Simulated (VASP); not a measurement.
# La2O3 (P-62m) in VASP: a series of runs

One crystal, La2O3, is run at these levels: PBEsol; tasks: optical spectrum, density of states.

Everything below comes from runs of VASP 6.6.1. Logs are shortened: lines on timing, memory, paths and dates and some standing lists are left out, and cuts for length are marked.

**1. Starting point**

The structure is hexagonal, space group P-62m (No. 189). The conventional cell has a = 6.267 Å, b = 6.267 Å, c = 3.300 Å, α = 90.00°, β = 90.00°, γ = 120.00°. Around La (site symmetry -6) lie 6 O at 2.45 Å. O (site symmetry m2m) has 4 La at 2.45 Å as nearest neighbours.

The cell comes from a database or a generator and needn't be the stable form of this composition.

**2. Optical spectrum, PBEsol**

INCAR reads:

```
SYSTEM = La2O3
PREC = Accurate
ENCUT = 520
EDIFF = 1E-6
ISMEAR = 0
SIGMA = 0.02
LREAL = .False.
LASPH = .True.
NELM = 60
ALGO = Normal
ISIF = 2
LWAVE = .False.
LCHARG = .False.
GGA = PS
LOPTICS = .True.
NBANDS = 68
NEDOS = 2000
CSHIFT = 0.05
```

KPOINTS reads:

```
regular mesh
0
Gamma
  5 5 8
  0 0 0
```

POSCAR reads:

```
La2O3
1.0
    6.2667802772      0.0000000000      0.0000000000
   -3.1333901386      5.4271909200      0.0000000000
    0.0000000000      0.0000000000      3.2997660000
La O
2 3
Direct
    0.6666666667      0.3333333333      0.5000000000
    0.3333333333      0.6666666667      0.5000000000
    0.5080139900      0.0000000000      0.0000000000
    0.0000000000      0.5080139900      0.0000000000
    0.4919860100      0.4919860100      0.0000000000
```

Potentials or basis: VASP PAW PBE potentials, release 64 (La, O).

Started as:

```
$ cat potpaw_PBE.64/La/POTCAR potpaw_PBE.64/O/POTCAR > POTCAR
$ mpirun -np 1 vasp_std > vasp.out
```

OUTCAR:

```text
SYSTEM = La2O3
   PREC = Accurate
   ENCUT = 520
   EDIFF = 1E-6
   ISMEAR = 0
   LREAL = .False.
   LASPH = .True.
   NELM = 60
   ISIF = 2
   GGA = PS

 ion  position               nearest neighbor table
   1  0.667  0.333  0.500-   3 2.45   3 2.45   4 2.45   4 2.45   5 2.45   5 2.45   2 3.62   2 3.62
                             2 3.62
   2  0.333  0.667  0.500-   4 2.45   4 2.45   3 2.45   3 2.45   5 2.45   5 2.45   1 3.62   1 3.62
                             1 3.62
   3  0.508  0.000  0.000-   1 2.45   1 2.45   2 2.45   2 2.45
   4  0.000  0.508  0.000-   2 2.45   2 2.45   1 2.45   1 2.45
   5  0.492  0.492  0.000-   1 2.45   1 2.45   2 2.45   2 2.45

  LATTYP: Found a hexagonal cell.
 ALAT       =     6.2667802772
 C/A-ratio  =     0.5265488583

  Lattice vectors:

 A1 = (   6.2667802772,   0.0000000000,   0.0000000000)
 A2 = (  -3.1333901386,   5.4271909200,   0.0000000000)
 A3 = (   0.0000000000,   0.0000000000,   3.2997660000)

Analysis of symmetry for initial positions (statically):
=====================================================================
 Subroutine PRICEL returns:
 Original cell was already a primitive cell.

 Routine SETGRP: Setting up the symmetry group for a
 hexagonal supercell.

 Subroutine GETGRP returns: Found 12 space group operations
 (whereof 12 operations were pure point group operations)
 out of a pool of 24 trial point group operations.

The static configuration has the point symmetry D_3h.

Analysis of symmetry for dynamics (positions and initial velocities):
=====================================================================
 Subroutine PRICEL returns:
 Original cell was already a primitive cell.

 Routine SETGRP: Setting up the symmetry group for a
 hexagonal supercell.

 Subroutine GETGRP returns: Found 12 space group operations
 (whereof 12 operations were pure point group operations)
 out of a pool of 24 trial point group operations.

The dynamic configuration has the point symmetry D_3h.

 Subroutine INISYM returns: Found 12 space group operations
 (whereof 12 operations are pure point group operations),
 and found     1 'primitive' translations

----------------------------------------------------------------------------------------

                                     Primitive cell

  volume of cell :     112.2284

  direct lattice vectors                    reciprocal lattice vectors
     6.266780277  0.000000000  0.000000000     0.159571575  0.092128692  0.000000000
    -3.133390139  5.427190920  0.000000000     0.000000000  0.184257384  0.000000000
     0.000000000  0.000000000  3.299766000     0.000000000  0.000000000  0.303051792

  length of vectors
     6.266780277  6.266780277  3.299766000     0.184257384  0.184257384  0.303051792

  position of ions in fractional coordinates (direct lattice)
     0.666666667  0.333333333  0.500000000
     0.333333333  0.666666667  0.500000000
     0.508013990  0.000000000  0.000000000
     0.000000000  0.508013990  0.000000000
     0.491986010  0.491986010  0.000000000

  ion indices of the primitive-cell ions
   primitive index   ion index
                 1           1
                 2           2
                 3           3
                 4           4
                 5           5

----------------------------------------------------------------------------------------

 KPOINTS: regular mesh
[... 92 lines left out ...]
   GGA     = PS    functional components
   LHFCALC =     F    Hartree Fock is set to
   AEXX    =    0.0000 exact exchange contribution
   IVDW    =     0    specifies the selected vdW correction
   LEPSILON=     F    determine dielectric tensor
   LRPA    =     F    only Hartree local field effects (RPA)
 non-spin polarized calculation
 Gauss-broadening in eV      SIGMA  =   0.02
  energy-cutoff  :      520.00
  volume of cell :      112.23
 maximum number of plane-waves:      3048
 NGX is ok and might be reduce to    48
   NGX = 23   NGY = 23   NGZ = 13

 number of electron      39.9999994 magnetization

 Free energy of the ion-electron system (eV)
  ---------------------------------------------------
  ext. energy  EPLUGINS =         0.00000000
  ---------------------------------------------------
  free energy    TOTEN  =       -42.44153367 eV

  energy without entropy =      -42.44153367  energy(sigma->0) =      -42.44153367

 E-fermi :   3.3760     XC(G=0):  -8.4811

 val. band max:        3.2855217748   @ k =   0.0000   0.0000   0.5000
 cond. band min:       4.7493238624   @ k =   0.0000   0.0000   0.0000
 fundamental gap:      1.4638020875
 Fermi energy:         3.3760269626

 k-point     1 :       0.0000    0.0000    0.0000
  band No.  band energies     occupation
      1     -27.2193      2.00000
      2     -26.9904      2.00000
      3     -14.1706      2.00000
      4     -14.1706      2.00000
      5     -12.4960      2.00000
      6     -10.7513      2.00000
[... 829 lines left out ...]
     31       8.2148      0.00000
     32       8.3725      0.00000

 [... further k-points ...]

 [bands above 32 left out]

------------------------ aborting loop because EDIFF is reached ----------------------------------------

  FORCE on cell =-STRESS in cart. coord.  units (eV):
  Direction    XX          YY          ZZ          XY          YZ          ZX
  --------------------------------------------------------------------------------------
  -------------------------------------------------------------------------------------
  Total        0.0480971      0.0480971     -2.6396854      0.0000000     -0.0000000      0.0000000
  in kB        0.6866365      0.6866365    -37.6842639      0.0000000     -0.0000000      0.0000000
  external PRESSURE =     -12.1036636 kB  Pullay stress =       0.0000000 kB

 VOLUME and BASIS-vectors are now :
 -----------------------------------------------------------------------------
  energy-cutoff  :      520.00
  volume of cell :      112.23
      direct lattice vectors                 reciprocal lattice vectors
     6.266780277  0.000000000  0.000000000     0.159571575  0.092128692  0.000000000
    -3.133390139  5.427190920  0.000000000     0.000000000  0.184257384  0.000000000
     0.000000000  0.000000000  3.299766000     0.000000000  0.000000000  0.303051792

 POSITION                                       TOTAL-FORCE (eV/Angst)
 -----------------------------------------------------------------------------------
      3.13339      1.80906      1.64988        -0.000000     -0.000000      0.000000
     -0.00000      3.61813      1.64988        -0.000000      0.000000      0.000000
      3.18361      0.00000      0.00000        -0.062385     -0.000000      0.000000
     -1.59181      2.75709      0.00000         0.031192     -0.054027      0.000000
      1.54158      2.67010      0.00000         0.031192      0.054027     -0.000000
 -----------------------------------------------------------------------------------
    total drift:                               -0.000000     -0.000000     -0.000000

  FREE ENERGIE OF THE ION-ELECTRON SYSTEM (eV)
  ---------------------------------------------------
  free  energy   TOTEN  =       -42.4415336690 eV

  energy  without entropy=      -42.4415336690  energy(sigma->0) =      -42.44153367

 electrical conductivity sigma (Mega S m-1) (frequency dependency in vasprun.xml)
  --------------------------------------------------------------------------------------
       0.000       0.000      -0.000
       0.000       0.000       0.000
      -0.000       0.000       0.000

  frequency dependent IMAGINARY DIELECTRIC FUNCTION (independent particle, no local field effects) density-density
     E(ev)      X         Y         Z        XY        YZ        ZX
  --------------------------------------------------------------------------------------------------------------
     0.00000     0.00000     0.00000     0.00000     0.00000     0.00000     0.00000
     0.67282     0.00362     0.00362     0.00596    -0.00000     0.00000    -0.00000
     1.34565     0.00824     0.00824     0.01520    -0.00000     0.00000    -0.00000
     2.01847     0.01766     0.01766     0.20712    -0.00000     0.00000    -0.00000
     2.69130     0.16875     0.16875     0.13590    -0.00000    -0.00000    -0.00000
     3.36412     0.34354     0.34354     0.42038    -0.00000     0.00000    -0.00000
[... 92 lines left out ...]
    65.93677     0.00015     0.00015     0.00015     0.00000    -0.00000    -0.00000
    66.60960     0.00014     0.00014     0.00014     0.00000    -0.00000    -0.00000

  frequency dependent      REAL DIELECTRIC FUNCTION (independent particle, no local field effects) density-density
     E(ev)        X           Y           Z          XY          YZ          ZX
  --------------------------------------------------------------------------------------------------------------
     0.00000     3.62776     3.62776     4.42980    -0.00000     0.00000    -0.00000
     0.67282     3.65167     3.65167     4.46870    -0.00000     0.00000     0.00000
     1.34565     3.72946     3.72946     4.60301    -0.00000     0.00000     0.00000
     2.01847     3.89160     3.89160     4.76143    -0.00000     0.00000     0.00000
     2.69130     4.25616     4.25616     4.89823    -0.00000     0.00000     0.00000
     3.36412     4.40699     4.40699     5.38462    -0.00000     0.00000     0.00000
[... 92 lines left out ...]
    65.93677     0.91136     0.91136     0.91074     0.00000    -0.00000    -0.00000
    66.60960     0.91331     0.91331     0.91268     0.00000    -0.00000    -0.00000

  frequency dependent IMAGINARY DIELECTRIC FUNCTION (independent particle, no local field effects) current-current
     E(ev)      X         Y         Z        XY        YZ        ZX
  --------------------------------------------------------------------------------------------------------------
     0.00000     7.81132     7.81132    10.19554    -0.00000    -0.00000    -0.00000
     0.67282     0.39773     0.39773     0.52149    -0.00000    -0.00000    -0.00000
     1.34565     0.21107     0.21107     0.28295    -0.00000    -0.00000    -0.00000
     2.01847     0.16092     0.16092     0.39258    -0.00000    -0.00000    -0.00000
     2.69130     0.29019     0.29019     0.28075    -0.00000    -0.00000    -0.00000
     3.36412     0.44504     0.44504     0.55103    -0.00000     0.00000    -0.00000
[... 92 lines left out ...]
    65.93677     0.00001     0.00001     0.00001    -0.00000     0.00000     0.00000
    66.60960     0.00001     0.00001     0.00001    -0.00000     0.00000     0.00000

  frequency dependent      REAL DIELECTRIC FUNCTION (independent particle, no local field effects) current-current
     E(ev)        X           Y           Z          XY          YZ          ZX
  --------------------------------------------------------------------------------------------------------------
     0.00000     3.62724     3.62724     4.42897    -0.00000     0.00000     0.00000
     0.67282     3.65108     3.65108     4.46773    -0.00000     0.00000     0.00000
     1.34565     3.72879     3.72879     4.60180    -0.00000     0.00000     0.00000
     2.01847     3.89068     3.89068     4.75106    -0.00000     0.00000     0.00000
     2.69130     4.25009     4.25009     4.89354     0.00000     0.00000     0.00000
     3.36412     4.39695     4.39695     5.37291    -0.00000     0.00000     0.00000
[... 92 lines left out ...]
    65.93677     0.91136     0.91136     0.91074    -0.00000    -0.00000     0.00000
    66.60960     0.91331     0.91331     0.91268    -0.00000    -0.00000     0.00000
```

Wall time 3.5 min (1 thread of Intel Xeon Platinum 8259CL at 2.50GHz (Skylake/Cascade Lake), shared host); peak memory 0.45 GiB.

What came out:

```yaml
Free_energy: -42.4415 eV
Pressure: -1.2 GPa
Largest_force: 0.062 eV/Å
Band_gap_on_the_k_mesh: 1.46 eV, indirect (least direct gap 1.98 eV)
```

Forces in eV/Å, atoms in the order of the input:
```
La   0.000  0.000  0.000
La   0.000  0.000  0.000
O   -0.062  0.000  0.000
O    0.031 -0.054  0.000
O    0.031  0.054  0.000
```

Levels at points of the mesh, in eV from the valence-band top:
| k point | band 16 | band 17 | band 18 | band 19 | band 20 | band 21 | band 22 | band 23 | band 24 | band 25 |
| --- | --- | --- | --- | --- | --- | --- | --- | --- | --- | --- |
| (0.00, 0.00, 0.00) | -1.96 | -1.03 | -1.03 | -0.73 | -0.51 | 1.46 | 3.50 | 4.01 | 4.01 | 4.84 |
| (0.00, 0.00, 0.50) | -1.51 | -1.20 | -1.20 | -0.34 | 0.00 | 4.34 | 4.36 | 4.39 | 4.39 | 4.42 |

Dielectric function (mean over the directions given):
```csv
energy (eV),real part,imaginary part
0.27,3.90,0.00
0.74,3.93,0.00
1.28,4.01,0.01
1.75,4.13,0.02
2.29,4.42,0.08
2.76,4.49,0.34
3.30,4.50,0.42
3.77,4.94,0.64
4.31,5.41,0.32
4.78,6.78,1.21
5.32,6.45,3.16
5.79,4.22,5.85
6.32,3.27,3.60
6.80,3.39,4.86
7.33,3.52,3.18
7.80,3.27,4.51
8.34,1.43,4.17
8.81,0.90,6.79
9.35,-1.00,3.15
9.82,-0.73,3.16
10.36,-0.98,2.67
10.83,-0.92,1.14
11.37,-0.50,0.92
11.84,0.09,0.59
12.38,0.22,0.62
12.85,0.66,0.65
13.39,0.72,0.39
13.86,0.91,0.44
14.40,1.32,0.57
14.87,1.40,0.79
15.41,1.49,0.84
15.88,1.47,0.90
16.42,1.51,1.16
16.89,1.46,1.16
17.43,1.63,1.19
17.90,1.46,1.41
18.44,1.35,1.83
18.91,1.25,1.68
19.44,0.84,1.94
19.98,0.78,1.50
```

Caveat: spectra need much finer meshes, so this one isn't converged; independent-particle spectra lack excitons; the PAW data sets were made with another functional, which shifts forces and pressure a little; spin-orbit coupling is left out, which moves the levels of the heavy elements; an odd mesh through Γ misses points on the zone boundary, where band edges often lie. A hybrid or GW would open this gap; PBEsol tends to underestimate it.

**3. Density of states, PBEsol**

POSCAR is that of step 2.

INCAR.step1 reads:

```
SYSTEM = La2O3
PREC = Accurate
ENCUT = 520
EDIFF = 1E-6
ISMEAR = 0
SIGMA = 0.02
LREAL = .FALSE.
LASPH = .TRUE.
NELM = 80
ALGO = Normal
ISIF = 2
LWAVE = .FALSE.
LCHARG = .TRUE.
LMAXMIX = 6
GGA = PS
```

KPOINTS.step1 reads:

```
Automatic mesh
0
G
  5 5 8
  0 0 0
```

INCAR.step2 reads:

```
SYSTEM = La2O3
PREC = Accurate
ENCUT = 520
EDIFF = 1E-6
ISMEAR = -5
SIGMA = 0.02
LREAL = .FALSE.
LASPH = .TRUE.
NELM = 80
ALGO = Normal
ISIF = 2
LWAVE = .FALSE.
LCHARG = .FALSE.
LMAXMIX = 6
GGA = PS
LORBIT = 11
NEDOS = 1001
ICHARG = 11
```

KPOINTS.step2 reads:

```
Automatic mesh
0
G
  8 8 12
  0 0 0
```

Potentials or basis: VASP PAW PBE potentials, release 64 (La, O).

Started as:

```
$ cat potpaw_PBE.64/La/POTCAR potpaw_PBE.64/O/POTCAR > POTCAR
$ cp INCAR.step1 INCAR
$ cp KPOINTS.step1 KPOINTS
$ mpirun -np 1 vasp_std > vasp.out
$ cp INCAR.step2 INCAR
$ cp KPOINTS.step2 KPOINTS
$ mpirun -np 1 vasp_std > vasp.out
```

Run time: 4.1 min. Hardware: 1 thread of Intel Xeon Platinum 8259CL at 2.50GHz (Skylake/Cascade Lake), shared host; peak memory 0.36 GiB.

It converged, with:

```
Valence electrons inside the program's atomic spheres : La 8.63; O 4.97
```

Levels at points of the mesh, in eV from the valence-band top:
```
           k point  band 18  band 19  band 20  band 21  band 22  band 23
(0.00, 0.00, 0.00)    -1.03    -0.73    -0.51     1.46     3.50     4.01
(0.50, 0.00, 0.00)    -1.19    -1.16    -0.97     2.62     3.50     4.31
(0.00, 0.00, 0.50)    -1.20    -0.34     0.00     4.35     4.37     4.41
(0.50, 0.00, 0.50)    -1.42    -0.69    -0.65     4.32     4.44     4.48
```

States per cell in windows of 1 eV (zero at the valence-band top; states under -8 eV left out):
| from (eV) | total | O3_p | O4_p | O5_p | La1_f | La2_f | La1_d |
| --- | --- | --- | --- | --- | --- | --- | --- |
| -8.0 | 0.00 | 0.00 | 0.00 | 0.00 | 0.00 | 0.00 | 0.00 |
| -7.0 | 0.00 | 0.00 | 0.00 | 0.00 | 0.00 | 0.00 | 0.00 |
| -6.0 | 0.00 | 0.00 | 0.00 | 0.00 | 0.00 | 0.00 | 0.00 |
| -5.0 | 0.00 | 0.00 | 0.00 | 0.00 | 0.00 | 0.00 | 0.00 |
| -4.0 | 0.18 | 0.03 | 0.03 | 0.03 | 0.00 | 0.00 | 0.01 |
| -3.0 | 6.27 | 1.08 | 1.08 | 1.08 | 0.05 | 0.05 | 0.33 |
| -2.0 | 8.19 | 1.54 | 1.54 | 1.54 | 0.13 | 0.13 | 0.24 |
| -1.0 | 3.44 | 0.71 | 0.71 | 0.71 | 0.05 | 0.05 | 0.04 |
| 0.0 | 0.00 | 0.00 | 0.00 | 0.00 | 0.00 | 0.00 | 0.00 |
| 1.0 | 0.09 | 0.00 | 0.00 | 0.00 | 0.00 | 0.00 | 0.02 |
| 2.0 | 0.62 | 0.01 | 0.01 | 0.01 | 0.04 | 0.04 | 0.12 |
| 3.0 | 1.54 | 0.01 | 0.01 | 0.01 | 0.32 | 0.32 | 0.16 |
| 4.0 | 5.86 | 0.03 | 0.03 | 0.03 | 2.08 | 2.08 | 0.22 |
| 5.0 | 0.00 | 0.00 | 0.00 | 0.00 | 0.00 | 0.00 | 0.00 |

Caveat: the PAW data sets were made with another functional, which shifts forces and pressure a little. Spin-orbit coupling is left out, which matters for the levels of La.

**4. The reference run**

An earlier run on the cell as given: functional PBE; potentials or basis VASP PAW PBE potentials, release 64 (La, O); cutoff 520 eV; k mesh 5 × 5 × 8; occupations fermi-dirac, width 0.05 eV; no spin polarisation.

* Pressure: 1.9 GPa
* Largest force: 0.047 eV/Å
* Band gap on the k mesh: 1.54 eV, indirect (least direct gap 2.05 eV)

**5. Overview**

```tsv
task	level	smearing	k mesh for the DOS	occupations for the DOS	gap on the mesh (eV)	pressure (GPa)	largest force (eV/Å)
optical spectrum	PBEsol	gaussian 0.02 eV	-	-	1.46	-1.2	0.06
density of states	PBEsol	gaussian 0.02 eV	8 × 8 × 12	tetrahedron	-	-	-
single point	PBE	fermi-dirac 0.05 eV	-	-	1.54	1.9	0.05
```

Alike in all rows: potentials or basis VASP PAW PBE potentials, release 64 (La, O); no spin polarisation; cell as given; k mesh 5 × 5 × 8; cutoff (eV) 520.

Caveats: the PAW data sets were made with another functional, which shifts forces and pressure a little (some runs); spin-orbit coupling is left out, which moves the levels of the heavy elements (some runs); an odd mesh through Γ misses points on the zone boundary, where band edges often lie (some runs); spectra need much finer meshes, so this one isn't converged (some runs); independent-particle spectra lack excitons (some runs).

Total energies depend on the potentials used, so only differences within one code and one set of settings carry meaning.
